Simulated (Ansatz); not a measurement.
Run this with Ansatz 0.2.0 through its Python package and show what comes out.

The script, `dfpt.py`:
```python
'''Zone-centre and zone-boundary phonons of HfS2 by linear response.'''

from pathlib import Path

import ansatz as az
from ase import Atoms
import numpy as np

FUNCTIONAL = 'pbe'
SMEARING = 'fixed'
KGRID = (6, 6, 4)

atoms = Atoms(
    ['Hf', 'S', 'S'],
    scaled_positions=[
        (0.0, 0.0, 0.0),
        (2 / 3, 1 / 3, 0.763952),
        (1 / 3, 2 / 3, 0.236048),
    ],
    cell=[
        (3.639664, 0.0, 0.0),
        (-1.819832, 3.152042, 0.0),
        (0.0, 0.0, 6.055562),
    ],
    pbc=True,
)
crystal = az.Crystal.from_ase(atoms)

model = crystal.calculation()
model = model.pseudopotentials('paw')
model = model.functional(FUNCTIONAL).occupations(SMEARING)
model = model.kpoints(*KGRID)
model = model.phonons('dfpt', points=[(0, 0, 0), (0.5, 0, 0), (0, 0, 0.5)])
done = model.run(threads=1, pin='off', runs_dir='runs')
ph = done.phonons

for q in ph.qpoints:
    thz = np.asarray(q.omega_inv_cm) / 33.35641
    print('q = ({:.2f}, {:.2f}, {:.2f})'.format(*q.q_frac), np.round(thz, 2) + 0.0, 'THz')
```

Output of `python dfpt.py`:
```text
DeckWarning: basis.ecutwfc = 420 eV, auto-derived from the records' recommended cutoffs: set by Hf (normal level)
q = (0.00, 0.00, 0.00) [0.   0.   0.   4.42 4.42 7.78 7.78 9.03 9.66] THz
q = (0.50, 0.00, 0.00) [1.54 2.29 4.28 6.18 7.37 7.66 8.27 9.04 9.86] THz
q = (0.00, 0.00, 0.50) [0.45 0.45 0.98 4.51 4.51 7.75 7.75 9.55 9.6 ] THz
```
(Warnings from the package without file and line.)

The run is spin-unpolarised. The cell isn't relaxed first, so the values belong to this volume. Spin-orbit coupling, which matters for elements this heavy, is left out. No non-analytic term is added, so at the zone centre the longitudinal optical modes of a polar crystal aren't split off. This cell is a computed structure, which may not be the phase found in nature. The structure is taken as given; imaginary modes can come from an unrelaxed or unstable start. By the engine's processor time: 76 s on 1 thread of Intel(R) Xeon(R) Processor @ 2.30GHz, with other jobs on the host, peak memory 0.83 GiB.
